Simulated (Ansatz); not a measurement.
This Ansatz input for HfO2 in the CdI2-type structure was spoiled on purpose:

```yaml
crystal:
  lattice:
    - [3.252211195514, 2.886747970106e-11, 0.0]
    - [-1.626105597782, 2.816497513773, 0.0]
    - [0.0, 0.0, 5.6017024625]
  atoms:
    - { symbol: Hf, position: [0.0, 0.0, 0.0] }
    - { symbol: O, position: [0.3333333333333, 0.6666666666667, 0.1731211689] }
    - { symbol: O, position: [0.6666666666667, 0.3333333333333, 0.8268788311] }
basis:
  ecutwfc: "50 eV"
  ecutrho_ratio: 4
kpoints:
  mp_grid: { grid: [12, 12, 6] }
hamiltonian:
  xc: pbe
scf:
  occupations: { method: gaussian, width: 0.05 }
  max_iter: 50
output:
  forces: true
  stress: true
```

Launched as:
```sh
ansatz run input.yaml --threads 2 --pin off --max-ram 2662MiB --backend cpu --events-out ev --progress --plain --runs-dir out
```

What the program printed:

```
Warning: basis.ecutwfc = 50 eV is below the records' recommended 420 eV, and the density's cutoff is lower with it unless basis.ecutrho_ratio is high enough to keep the records' density cutoff: compare with a run at a higher cutoff
Warning: basis.ecutrho_ratio = 4 (ecutrho = 200 eV) is below the records' recommended 1680 eV
```

SCF trace (energy estimate counted from the last row):
```tsv
iteration	ΔE (eV)	density residual (eV)
1	-2666.596	2.38e3
2	-59.425	7.33e1
3	-6.205	8.16e0
4	-0.963	8.64e-2
5	-0.916	4.50e-3
6	-0.913	1.02e-5
7	-1.0e-06	4.97e-6
8	-1.0e-06	3.35e-6
9	0.000	1.31e-8
```

```
SCF 1 converged in 9 iterations: F = -13593.590631 eV  dr2 = 1.31e-8
SCF converged after 9 iterations
Free energy (F): -13593.590631 eV
E sigma→0 (E₀):  -13593.590550 eV
Entropy (-TS):   -0.000161 eV (-0.054 meV/atom)
Fermi energy:    23.625724 eV
--- Forces (eV/Å), atoms counted from 1 ---
  atom   1  Hf     0.00000000     0.00000000     0.00000000
  atom   2  O      0.00000000     0.00000000    75.80825193
  atom   3  O      0.00000000     0.00000000   -75.80825193
--- Stress (GPa, compression-positive) ---
    -9200.723001       0.000000       0.000000
        0.000000   -9200.723001       0.000000
        0.000000       0.000000   -9913.729480
  P = ⅓ Tr σ = -9438.3918 GPa (-94383.918 kbar)
```

What is wrong with it?

A cutoff far too low. Against the sound input: basis.ecutwfc: 420 → "50 eV" (the cap on iterations is only a precaution).

The run converged all the same; its pressure of -9438 GPa shows the fault against the sound run's. Its energy lies 1089136 meV/atom from the sound one. Cost: 0.75 s on 2 threads of Arm Neoverse V2, on a shared host, peak memory 0.26 GiB. The run before the change (PBE, 420 eV, 12×12×6 mesh) gave:

```tsv
run	P (GPa)	gap on the mesh (eV)	cell moment (μB)	largest force component (eV/Å)
sound	0.0	4.76	–	0.001
spoiled	-9438.4	metal	–	75.808
```

This is a trial structure; measured cells of the compound in the Crystallography Open Database are in space groups P21/c, Pbca, Fm-3m.

Of that run: Semilocal functionals underestimate band gaps, commonly by a third or more. The structure is built of weakly bound layers, and this functional has no dispersion term, so their spacing and all that hangs on it (volume, the soft elastic constants, low modes, dielectric constants) are poorly given.
